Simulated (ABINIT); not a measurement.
Crystal: Yb.

```
Yb
1.0
     0.00000    2.74310    2.74310
     2.74310    0.00000    2.74310
     2.74310    2.74310    0.00000
Yb
1
Cartesian
  0.0000 0.0000 0.0000
```

```yaml
Program: ABINIT 10.8.3 (patched build)
Task: relaxation of cell and atoms
Functional: PBE
Potentials_or_basis: PseudoDojo NC SR PBE v0.4 lanthanides 3+ (4f in core; v0.4.1 standard for the other elements)
Cutoff: 680 eV
k_mesh: 6 × 6 × 6
Occupations: fermi-dirac, width 0.05 eV
Spin: collinear spin, ferromagnetic start
Starting_moments: "[1.0] μB"
```

At the start: pressure -8.4 GPa; volume 41.28 Å³/atom.

Problem. Where does the relaxation end?

Solution. Over 6 steps the energy falls by 398.0 meV/atom and the volume is 29.43 Å³/atom (-28.7 %); space group Fm-3m (No. 225, to 0.05 Å); moment 0.00 μB per cell.

Step by step:
| step | energy change (eV) | largest force (eV/Å) | pressure (GPa) | volume (Å³) |
| --- | --- | --- | --- | --- |
| 1 | 0.0000 | 0.0000 | -8.40 | 41.28 |
| 2 | -0.0542 | 0.0000 | -8.12 | 40.23 |
| 3 | -0.3098 | 0.0000 | 7.76 | 25.38 |
| 4 | -0.3935 | 0.0000 | -1.40 | 30.43 |
| 5 | -0.3980 | 0.0000 | -0.09 | 29.49 |
| 6 | -0.3980 | 0.0000 | 0.00 | 29.43 |

Final structure:
```cif
data_structure
_symmetry_space_group_name_H-M 'P 1'
_symmetry_Int_Tables_number 1
_cell_length_a 3.4655
_cell_length_b 3.4655
_cell_length_c 3.4655
_cell_angle_alpha 60.000
_cell_angle_beta 60.000
_cell_angle_gamma 60.000
_cell_volume 29.43
loop_
_atom_site_label
_atom_site_type_symbol
_atom_site_fract_x
_atom_site_fract_y
_atom_site_fract_z
_atom_site_occupancy
Yb1 Yb 0.00000 0.00000 0.00000 1
```

Caveat: the electronic state changed during the relaxation; the volume moved by over 15 % at a fixed basis, so the end points are rough; the volume moved by -29 % from the deposited cell, more than functionals usually miss.
